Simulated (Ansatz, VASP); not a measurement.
# One calculation of V, two programs

The input INCAR:

```
ALGO = Normal
EDIFF = 1E-6
ENCUT = 520
GGA = PE
ISIF = 2
ISMEAR = 0
ISPIN = 2
LASPH = T
LCHARG = F
LMAXMIX = 4
LORBIT = 11
LREAL = F
LWAVE = F
MAGMOM = 2 2 2 2
NBANDS = 38
NELM = 150
PREC = Accurate
SIGMA = 0.1
```

KPOINTS

```
k-points
0
Gamma
  9 9 2
```

POSCAR

```
V
1.0
    2.7700550873      0.0000000000      0.0000000000
   -1.3850275436      2.3989380755      0.0000000000
    0.0000000000      0.0000000000      8.9339743902
V
4
Direct
    0.0000000000      0.0000000000      0.0000000000
    0.0000000000      0.0000000000      0.5000000000
    0.3333333333      0.6666666667      0.7500000000
    0.6666666667      0.3333333333      0.2500000000
```

Input for Ansatz:

```yaml
crystal:
  lattice:
    - [2.7700550873, 0.0, 0.0]
    - [-1.3850275436, 2.3989380755, 0.0]
    - [0.0, 0.0, 8.9339743902]
  atoms:
    - { symbol: V, position: [0.0, 0.0, 0.0], spin: 2.0 }
    - { symbol: V, position: [0.0, 0.0, 0.5], spin: 2.0 }
    - { symbol: V, position: [0.3333333333, 0.6666666667, 0.75], spin: 2.0 }
    - { symbol: V, position: [0.6666666667, 0.3333333333, 0.25], spin: 2.0 }
basis:
  ecutwfc: 420
kpoints:
  mp_grid: { grid: [9, 9, 2] }
hamiltonian:
  xc: pbe
scf:
  occupations: { method: gaussian, width: 0.1 }
  lower_state_search: "off"
output:
  forces: true
  stress: true
  eigenvalues: true
  populations: true
magnetization:
  spin_polarized: true
```

Alike in both runs: task single point; functional PBE; k mesh 9 × 9 × 2; occupations gaussian, width 0.1 eV; collinear spin.

|  | VASP | Ansatz |
| --- | --- | --- |
| version | VASP 6.6.1 | Ansatz 0.2.0 |
| potentials or method | VASP PAW PBE potentials, release 64 (V_sv) | scalar-relativistic, plane waves, PAW |
| plane-wave cutoff (eV) | 520 | 420 |
| valence electrons in the cell | 52 | 52 |

```tsv
	VASP	Ansatz	Ansatz less VASP
gap on the k mesh at the Fermi level (eV)	none	none	-
pressure (GPa)	-10.5	-10.7	-0.19
largest component of the traceless stress (GPa)	2.91	2.91	+0.002
net moment per atom (μB)	0.00	0.00	0.000
```

A gap of «none» marks a metal or a gap that the smearing closes. Ansatz warned: «seeded_moment_not_kept».
